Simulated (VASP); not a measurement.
# AlP (F-43m) in VASP: phonons with PBEsol

Aim: the phonons of AlP with PBEsol.

All numbers are computed with VASP 6.6.1; they aren't measurements. Logs are shortened: lines on timing, memory, paths and dates and some standing lists are left out, and cuts for length are marked.

**The experiment to reproduce.**

A printed reference work, textbook reports, for a bulk crystal of AlP: high-frequency dielectric constant 7.56.

The results are compared with them further down.

## 1. The crystal as given

The structure is cubic, space group F-43m (No. 216). Conventional cell: a = 5.492 Å, b = 5.492 Å, c = 5.492 Å, α = 90.00°, β = 90.00°, γ = 90.00°. Al (site symmetry -43m) is surrounded by 4 P at 2.38 Å. Around P (site symmetry -43m) lie 4 Al at 2.38 Å.

## 2. Phonons, PBEsol

INCAR

```
ALGO = Normal
EDIFF = 1E-8
ENCUT = 520
GGA = PS
IBRION = 8
ISIF = 2
ISMEAR = 0
LASPH = True
LCHARG = False
LEPSILON = True
LREAL = False
LWAVE = False
NBANDS = 11
NELM = 100
NSW = 1
PREC = Accurate
SIGMA = 0.01
```

KPOINTS

```
k-points
0
Gamma
  8 8 8
```

POSCAR

```
AlP
1.0
    0.0000000000      2.7459177561      2.7459177561
    2.7459177561      0.0000000000      2.7459177561
    2.7459177561      2.7459177561      0.0000000000
Al P
1 1
Direct
    0.0000000000      0.0000000000      0.0000000000
    0.7500000000      0.7500000000      0.7500000000
```

Potentials or basis: VASP PAW PBE potentials, release 64 (Al, P).

Command:

```
$ cat potpaw_PBE.64/Al/POTCAR potpaw_PBE.64/P/POTCAR > POTCAR
$ mpirun -np 1 vasp_std > vasp.out
```

OUTCAR:

```text
EDIFF = 1E-8
   ENCUT = 520
   GGA = PS
   IBRION = 8
   ISIF = 2
   ISMEAR = 0
   LASPH = True
   LEPSILON = True
   LREAL = False
   NELM = 100
   NSW = 1
   PREC = Accurate

 ion  position               nearest neighbor table
   1  0.000  0.000  0.000-   2 2.38   2 2.38   2 2.38   2 2.38
   2  0.750  0.750  0.750-   1 2.38   1 2.38   1 2.38   1 2.38

  LATTYP: Found a face centered cubic cell.
 ALAT       =     5.4918355122

  Lattice vectors:

 A1 = (   0.0000000000,   2.7459177561,   2.7459177561)
 A2 = (   2.7459177561,   0.0000000000,   2.7459177561)
 A3 = (   2.7459177561,   2.7459177561,   0.0000000000)

Analysis of symmetry for initial positions (statically):
=====================================================================
 Subroutine PRICEL returns:
 Original cell was already a primitive cell.

 Routine SETGRP: Setting up the symmetry group for a
 face centered cubic supercell.

 Subroutine GETGRP returns: Found 24 space group operations
 (whereof 24 operations were pure point group operations)
 out of a pool of 48 trial point group operations.

The static configuration has the point symmetry T_d .

Analysis of symmetry for dynamics (positions and initial velocities):
=====================================================================
 Subroutine PRICEL returns:
 Original cell was already a primitive cell.

 Routine SETGRP: Setting up the symmetry group for a
 face centered cubic supercell.

 Subroutine GETGRP returns: Found 24 space group operations
 (whereof 24 operations were pure point group operations)
 out of a pool of 48 trial point group operations.

The dynamic configuration has the point symmetry T_d .

 Subroutine INISYM returns: Found 24 space group operations
 (whereof 24 operations are pure point group operations),
 and found     1 'primitive' translations

----------------------------------------------------------------------------------------

                                     Primitive cell

  volume of cell :      41.4088

  direct lattice vectors                    reciprocal lattice vectors
     0.000000000  2.745917756  2.745917756    -0.182088483  0.182088483  0.182088483
     2.745917756  0.000000000  2.745917756     0.182088483 -0.182088483  0.182088483
     2.745917756  2.745917756  0.000000000     0.182088483  0.182088483 -0.182088483

  length of vectors
     3.883314132  3.883314132  3.883314132     0.315386505  0.315386505  0.315386505

  position of ions in fractional coordinates (direct lattice)
     0.000000000  0.000000000  0.000000000
     0.750000000  0.750000000  0.750000000

  ion indices of the primitive-cell ions
   primitive index   ion index
                 1           1
                 2           2

----------------------------------------------------------------------------------------

 KPOINTS: k-points

Automatic generation of k-mesh.
 Grid dimensions read from file:
 generate k-points for:    8    8    8

 Generating k-lattice:

  Cartesian coordinates                     Fractional coordinates (reciprocal lattice)
    -0.022761060  0.022761060  0.022761060     0.125000000  0.000000000  0.000000000
     0.022761060 -0.022761060  0.022761060     0.000000000  0.125000000  0.000000000
     0.022761060  0.022761060 -0.022761060     0.000000000  0.000000000  0.125000000

[... 485 lines left out ...]
  free energy    TOTEN  =        -0.93985954 eV

  energy without entropy =       -0.93985954

------------------------ aborting loop because EDIFF is reached ----------------------------------------

--------------------------------------- Ionic step        2  -------------------------------------------

------------------------ aborting loop because EDIFF is reached ----------------------------------------

--------------------------------------- Ionic step        3  -------------------------------------------

------------------------ aborting loop because EDIFF is reached ----------------------------------------

 PIEZOELECTRIC TENSOR FIELD DIRECTION 3  (e Angst)
 -----------------------------------------------------------------------------
    -0.00066  1.78003  0.00000           (  0.00000 -0.03049  0.00000)
     1.78003 -0.00066  0.00000           ( -0.03049  0.00000  0.00000)
     0.00000  0.00000 -0.00038           (  0.00000  0.00000  0.00000)

 PIEZOELECTRIC TENSOR FIELD DIRECTION 3  (C/m^2)
 -----------------------------------------------------------------------------
    -0.00026  0.68872  0.00000
     0.68872 -0.00026  0.00000
     0.00000  0.00000 -0.00015

--------------------------------------- Ionic step        4  -------------------------------------------

------------------------ aborting loop because EDIFF is reached ----------------------------------------

[... ionic steps 5 to 6 ...]

--------------------------------------- Ionic step        7  -------------------------------------------

 Free energy of the ion-electron system (eV)
  ---------------------------------------------------
  ---------------------------------------------------
  free energy    TOTEN  =        -0.04929382 eV

  energy without entropy =       -0.04929382

------------------------ aborting loop because EDIFF is reached ----------------------------------------

 INTERNAL STRAIN TENSOR  FOR ION    2  DIRECTION 1   (eV/Angst):
 -----------------------------------------------------------------------------
    -0.00743  0.00000  0.00000
     0.00000  0.00584  7.77296
     0.00000  7.77296  0.00584

 MACROSCOPIC STATIC DIELECTRIC TENSOR (including local field effects in DFT)
 ------------------------------------------------------
           8.582758     0.000000    -0.000000
           0.000000     8.582758     0.000000
          -0.000000    -0.000000     8.582758
 ------------------------------------------------------

 PIEZOELECTRIC TENSOR (including local field effects)  for field in x, y, z        (e  Angst)
          XX          YY          ZZ          XY          YZ          ZX
  --------------------------------------------------------------------------------
  x     0.00000     0.00000     0.00000    -0.00000     1.78290     0.00000
  y     0.00000     0.00000     0.00000     0.00000    -0.00000     1.78290
  z     0.00000     0.00000     0.00000     1.78290     0.00000    -0.00000

 PIEZOELECTRIC TENSOR (including local field effects)  for field in x, y, z        (C/m^2)
          XX          YY          ZZ          XY          YZ          ZX
  --------------------------------------------------------------------------------
  x     0.00000     0.00000     0.00000    -0.00000     0.68983     0.00000
  y     0.00000     0.00000     0.00000     0.00000    -0.00000     0.68983
  z     0.00000     0.00000     0.00000     0.68983     0.00000    -0.00000

 BORN EFFECTIVE CHARGES (including local field effects) (in |e|, cummulative output)
 ---------------------------------------------------------------------------------
 ion    1
    1     2.25965    -0.00000     0.00000
    2    -0.00000     2.25965     0.00000
    3     0.00000    -0.00000     2.25965
 ion    2
    1    -2.25965     0.00000    -0.00000
    2     0.00000    -2.25965     0.00000
    3    -0.00000     0.00000    -2.25965

 INTERNAL STRAIN TENSOR FOR ION    2 for displacements in x,y,z  (eV/Angst):
          X           Y           Z          XY          YZ          ZX
  --------------------------------------------------------------------------------
  x     0.00000    -0.00000    -0.00000     0.00000     7.77296     0.00000
  y     0.00000     0.00000     0.00000     0.00000     0.00000     7.77296
  z    -0.00000    -0.00000     0.00000     7.77296     0.00000     0.00000

 SECOND DERIVATIVES (NOT SYMMETRIZED)
 ------------------------------------
               1X          1Y          1Z          2X          2Y          2Z
  1X    -9.714840    0.000000    0.000000    9.714840    0.000000    0.000000
  1Y     0.000000   -9.714840    0.000000    0.000000    9.714840    0.000000
  1Z     0.000000    0.000000   -9.714840    0.000000    0.000000    9.714840
  2X     9.712730    0.000000    0.000000   -9.712730    0.000000    0.000000
  2Y     0.000000    9.712730    0.000000    0.000000   -9.712730    0.000000
  2Z     0.000000    0.000000    9.712730    0.000000    0.000000   -9.712730

 Eigenvectors and eigenvalues of the dynamical matrix
 ----------------------------------------------------

   1 f  =   12.831115 THz    80.620271 2PiTHz  427.999916 cm-1    53.065203 meV
             X         Y         Z           dx          dy          dz
      0.000000  0.000000  0.000000    -0.731097    0.000000   -0.000000
      4.118877  4.118877  4.118877     0.682273    0.000000   -0.000000
[... 21 lines left out ...]
   6 f/i=    0.000695 THz     0.004369 2PiTHz    0.023193 cm-1     0.002876 meV
             X         Y         Z           dx          dy          dz
      0.000000  0.000000  0.000000     0.000000    0.176156    0.659140
      4.118877  4.118877  4.118877     0.000000    0.188762    0.706309

--------------------------------------------------------------------------------------------------------

 MACROSCOPIC STATIC DIELECTRIC TENSOR IONIC CONTRIBUTION
 ------------------------------------------------------
           2.297037    -0.000000     0.000000
          -0.000000     2.297037    -0.000000
           0.000000    -0.000000     2.297037
 ------------------------------------------------------

 ELASTIC MODULI CONTR FROM IONIC RELAXATION (kBar)
 Direction    XX          YY          ZZ          XY          YZ          ZX
 --------------------------------------------------------------------------------
 XX          -0.0000      0.0000      0.0000      0.0000     -0.0000      0.0000
 YY           0.0000     -0.0000     -0.0000     -0.0000      0.0000     -0.0000
 ZZ           0.0000     -0.0000     -0.0000     -0.0000     -0.0000     -0.0000
 XY           0.0000     -0.0000     -0.0000   -237.9634      0.0000      0.0000
 YZ          -0.0000      0.0000     -0.0000      0.0000   -237.9634      0.0000
 ZX           0.0000     -0.0000     -0.0000      0.0000      0.0000   -237.9634
 --------------------------------------------------------------------------------

 PIEZOELECTRIC TENSOR IONIC CONTR  for field in x, y, z        (C/m^2)
          XX          YY          ZZ          XY          YZ          ZX
  --------------------------------------------------------------------------------
  x    -0.00000     0.00000    -0.00000    -0.00000    -0.69568     0.00000
  y     0.00000    -0.00000    -0.00000     0.00000     0.00000    -0.69568
  z     0.00000    -0.00000    -0.00000    -0.69568    -0.00000     0.00000
```

Run time: 3.2 min. Hardware: 1 thread of Intel Xeon 6975P-C (Granite Rapids), shared host; peak memory 0.26 GiB.

Results:

```yaml
Electronic_dielectric_tensor_diagonal: 8.58
Born_charges_mean_of_the_diagonal: Al +2.26; P -2.26 e
Highest_phonon_frequency_at_Γ_LO-TO_splitting_left_out: 428 cm⁻¹
```

Phonon frequencies in cm⁻¹ (negative: imaginary):
| q point | frequencies |
| --- | --- |
| (0.000, 0.000, 0.000) | 0 0 0 428 428 428 |

Electronic dielectric tensor:
```
8.58 0.00 0.00
0.00 8.58 0.00
0.00 0.00 8.58
```

Born effective charge tensors (e):
atom 1, Al
```
2.26 0.00 0.00
0.00 2.26 0.00
0.00 0.00 2.26
```
atom 2, P
```
-2.26  0.00  0.00
 0.00 -2.26  0.00
 0.00  0.00 -2.26
```

## 3. How close it comes

Step 2. A measured high-frequency dielectric constant of AlP is 7.56 (a printed reference work, textbook); the calculated 8.58 misses it by +13.5 %.
